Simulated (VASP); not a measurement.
# From an Ansatz input to VASP: ZnSe (strained zincblende)

Ansatz input

```yaml
crystal:
  lattice:
    - [0.0, 2.9173933049, 2.7298907215]
    - [2.9173933049, 0.0, 2.7298907215]
    - [2.9173933049, 2.9173933049, 0.0]
  atoms:
    - { symbol: Zn, position: [0.0, 0.0, 0.0] }
    - { symbol: Se, position: [0.25, 0.25, 0.25] }
kpoints:
  mp_grid: { grid: [8, 8, 8] }
  band_path:
    path:
      - [0.0, 0.0, 0.0]
      - [-0.5, -0.5, 0.0]
      - [-0.375, -0.375, 0.25]
      - [-0.375, 0.0, 0.375]
      - [0.0, 0.0, 0.5]
      - [-0.5, -0.25, 0.25]
    npoints: 1
hamiltonian:
  xc: pbe
scf:
  occupations: { method: fermi_dirac, width: 0.02 }
  n_extra_bands: 4
output:
  forces: true
  stress: true
  eigenvalues: true
```

**Question.** Translate this input to VASP.

**Answer.** 

INCAR

```
EDIFF = 1E-7
LREAL = .FALSE.
GGA = PE
ISMEAR = -1
ISIF = 2
LWAVE = .FALSE.
SIGMA = 0.02
ENCUT = 520
NELM = 120
NBANDS = 16
LCHARG = .FALSE.
NSW = 0
LASPH = .TRUE.
PREC = Accurate
IBRION = -1
```

KPOINTS

```
KPOINTS created by Atomic Simulation Environment
0
Gamma
8 8 8
0 0 0
```

KPOINTS_OPT

```
special points
6
Reciprocal
0.0000000000 0.0000000000 0.0000000000 1
-0.5000000000 -0.5000000000 0.0000000000 1
-0.3750000000 -0.3750000000 0.2500000000 1
-0.3750000000 0.0000000000 0.3750000000 1
0.0000000000 0.0000000000 0.5000000000 1
-0.5000000000 -0.2500000000 0.2500000000 1
```

POSCAR

```
Zn Se
 1.0000000000000000
     0.0000000000000000    2.9173933049000000    2.7298907214999999
     2.9173933049000000    0.0000000000000000    2.7298907214999999
     2.9173933049000000    2.9173933049000000    0.0000000000000000
 Zn  Se
   1   1
Cartesian
  0.0000000000000000  0.0000000000000000  0.0000000000000000
  1.4586966524500000  1.4586966524500000  1.3649453607499997
```

VASP ran with the recommended PBE PAW datasets (18 valence electrons in the cell). Other inputs would serve too.

|  | Ansatz | VASP |
| --- | --- | --- |
| gap between bands v and c | 1.05 eV | 1.05 eV |
| least direct gap | 1.05 eV | 1.05 eV |
| pressure | 0.7 GPa | 0.9 GPa |

The two codes use different PAW datasets and cutoffs. VASP's cell holds 18 valence electrons and Ansatz's 28. Ansatz's stress includes a Pulay correction; VASP's doesn't.
